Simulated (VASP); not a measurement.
Set up this calculation in VASP 6.6.1, as the native input.

```yaml
Task: work function
Functional: r2SCAN
Potentials_or_basis: VASP PAW PBE potentials, release 64 (S, W_sv)
Cutoff: 520 eV
k_mesh: 12 × 12 × 1
Occupations: gaussian, width 0.03 eV
Spin: no spin polarisation
Dipole_correction: yes
Further_INCAR_settings: ALGO = Normal; EDIFF = 1e-06
```

The structure of WS2 lies in POSCAR:

```
WS2                                     
1.0
    3.1247183217     -0.0000000000      0.0000000000
   -1.5623591609      2.7060854463      0.0000000000
    0.0000000000      0.0000000000     19.1400000000
  S               W             
     2     1
Direct
     0.6666669999999968    0.3333330000000032    0.4178143235453290
     0.6666669999999968    0.3333330000000032    0.5821856764546708
     0.3333330000000032    0.6666669999999968    0.5000000000000000
```

The cell was built by a generator and needn't be a form met in nature.

These files were run (other wordings do the same):

INCAR

```
PREC = Accurate
ENCUT = 520
EDIFF = 1E-6
ISMEAR = 0
SIGMA = 0.03
LREAL = F
LASPH = T
NELM = 60
ALGO = Normal
ISIF = 2
LWAVE = F
LCHARG = T
LDIPOL = T
IDIPOL = 3
DIPOL = 0.5 0.5 0.500
METAGGA = R2SCAN
LMIXTAU = T
LELF = T
LVHAR = T
LVACPOTAV = T
```

KPOINTS

```
Automatic mesh
0
Gamma
  12 12 1
```

Potentials or basis: VASP PAW PBE potentials, release 64 (S, W_sv).

The run is started by

```console
$ cat potpaw_PBE.64/S/POTCAR potpaw_PBE.64/W_sv/POTCAR > POTCAR
$ mpirun -np 1 vasp_std > vasp.out
```

Results of the run:

| Quantity | Value |
| --- | --- |
| Largest force | 0.147 eV/Å |
| Band gap on the k mesh | 2.16 eV, indirect (least direct gap 2.18 eV) |
| Ionisation potential of the upper face | 5.83 eV |

Caveat: the PAW data sets were made with another functional, which shifts forces and pressure a little; spin-orbit coupling is left out, which moves the levels of the heavy elements.

Wall time 4.3 min on 1 thread of Intel(R) Xeon(R) 6975P-C (Granite Rapids), with other jobs on the host, peak memory 0.33 GiB.
